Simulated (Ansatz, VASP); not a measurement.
# One calculation of Au, two programs

```
Au
1.0
     0.00000    2.03500    2.03500
     2.03500    0.00000    2.03500
     2.03500    2.03500    0.00000
Au
1
Direct
  0.00000 0.00000 0.00000
```

Alike in both runs: task relaxation of cell and atoms; functional SVWN5; k mesh 11 × 11 × 11; occupations fermi-dirac, width 0.05 eV; no spin polarisation.

```csv
,VASP,Ansatz
version,VASP 6.6.1,Ansatz 0.2.0
potentials or method,"VASP PAW PBE potentials, release 64 (Au)",Ansatz PAW
plane-wave cutoff (eV),600,420
valence electrons in the cell,11,19
```

VASP gave:

| Quantity | Value |
| --- | --- |
| relaxed volume (Å³/atom) | 16.55 |
| relaxed cell length with the largest relative difference (Å) | 2.861 |
| energy change over the relaxation (meV/atom) | -3 |

Q: What did Ansatz give for the same quantities?

A: Relaxed volume (Å³/atom): 16.57; relaxed cell length with the largest relative difference (Å): 2.861; energy change over the relaxation (meV/atom): -3.

The two sets of potentials don't hold the same shells in valence.

Caveats: the PAW data sets were made with another functional, which shifts forces and pressure a little (VASP); the plane-wave basis is chosen anew once the cell has moved, so the energies of steps on either side of that aren't comparable (Ansatz); the PAW data sets come from PBE, with cores solved anew for the run's functional, which leaves a small shift of forces and pressure (Ansatz). Spin-orbit coupling is left out, which matters for the levels of Au.
